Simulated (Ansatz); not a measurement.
Runs of Ansatz 0.2.0 on GaN. Symmetry: Fm-3m, No. 225, cubic system. The conventional cell has a = 4.270 Å, b = 4.270 Å, c = 4.270 Å, α = 90.00°, β = 90.00°, γ = 90.00°. Ga (site symmetry m-3m) has 6 N at 2.14 Å as nearest neighbours. N (site symmetry m-3m) has 6 Ga at 2.14 Å as nearest neighbours. Measurements of this composition are mostly on another form, of space group No. 186.

| task | level | cell | k mesh | smearing | atoms under strain | gap on the mesh (eV) | pressure (GPa) | relaxed volume (Å³/atom) |
| --- | --- | --- | --- | --- | --- | --- | --- | --- |
| relaxation of cell and atoms | revPBE+D4 | relaxed | 11 × 11 × 11 | fermi-dirac 0.05 eV | - | (d) | 0.0 | (b) |
| single point | PBE | as given | 11 × 11 × 11 | gaussian 0.03 eV | - | 0.55 | -0.3 | - |
| elastic constants | LDA | as given | 8 × 8 × 8 | fixed | relaxed | 0.22 | -13.7 | - |
| relaxation of cell and atoms | revPBE+D3(BJ) | relaxed | 11 × 11 × 11 | fermi-dirac 0.05 eV | - | 0.84 | 0.0 | 9.41 |
| single point | PBE | as given | 11 × 11 × 11 | gaussian 0.029 eV | - | 0.55 | -0.3 | - |
| phonons | LDA | as given | 8 × 8 × 8 | fixed | - | 0.22 | - | - |
| relaxation of cell and atoms | BLYP+D3(BJ) | relaxed | 11 × 11 × 11 | fermi-dirac 0.05 eV | - | 0.54 | 0.0 | 9.57 |
| relaxation of cell and atoms | RPBE+D4 | relaxed | 11 × 11 × 11 | fermi-dirac 0.05 eV | - | 0.98 | 0.0 | (c) |
| relaxation of cell and atoms | BLYP+D4 | relaxed | 11 × 11 × 11 | fermi-dirac 0.05 eV | - | (a) | 0.0 | 9.42 |

Alike in all rows: potentials or basis Ansatz PAW; no spin polarisation; cutoff (eV) 420.

Task: Fill in the values left out.

Result: (a) 0.65; (b) 9.23; (c) 9.24; (d) 0.96.

Caveats: odd divisions of the mesh miss points on the zone boundary, where band edges often lie, so the gap on the mesh can be too wide (some runs); the PAW data sets come from PBE, with cores solved anew for the run's functional, which leaves a small shift of forces and pressure (some runs); the plane-wave basis is chosen anew once the cell has moved, so the energies of steps on either side of that aren't comparable (some runs); the cell is more than 3 GPa from zero pressure, which shifts response properties (some runs); the gap is small at this level, which inflates the dielectric constant (some runs).

A k mesh can miss the band edges, and the runs leave out spin-orbit coupling on Ga.
